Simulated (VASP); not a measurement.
Input of a VASP 6.6.1 run:

The input run.py:

```python
from ase.calculators.vasp import Vasp
from ase.dft.bandgap import bandgap
from ase.io import read

atoms = read('POSCAR')
calc = Vasp(
    directory='calc',
    xc='optb88-vdw',
    pp='PBE',
    setups={'base': 'minimal', 'Be': '_GW'},
    prec='Accurate',
    encut=550,
    ediff=1e-06,
    ismear=-5,
    sigma=0.05,
    lreal=False,
    lasph=True,
    nelm=100,
    algo='Normal',
    isif=2,
    lwave=False,
    lcharg=False,
    kpts=[15, 15, 15],
    gamma=True,
    nbands=7,
)
atoms.calc = calc

print('energy (eV):', atoms.get_potential_energy())
print('free energy (eV):', atoms.get_potential_energy(force_consistent=True))
print('forces (eV/A):')
print(atoms.get_forces())
print('stress (eV/A^3, Voigt):', atoms.get_stress())
print('Fermi level (eV):', calc.get_fermi_level())
gap, top, bottom = bandgap(calc)
print('band gap (eV):', gap, 'from (spin, k, band)', top, 'to', bottom)
```

The input POSCAR:

```
Be
1.0
   -1.2531209513      1.2531209513      1.2531209513
    1.2531209513     -1.2531209513      1.2531209513
    1.2531209513      1.2531209513     -1.2531209513
Be
1
Direct
    0.0000000000      0.0000000000      0.0000000000
```

Potentials or basis: VASP PAW PBE potentials, release 64 (Be_GW).

Command:

```bash
$ python run.py
```

(1) What does it give for the band gap on the k mesh?

(2) What does it give for the pressure?

Results:

(1) none (metal or under the smearing width).

(2) 0.0 GPa.

Caveat: the PAW data sets were made with another functional, which shifts forces and pressure a little; tetrahedron occupations give inexact forces and stress in metals.
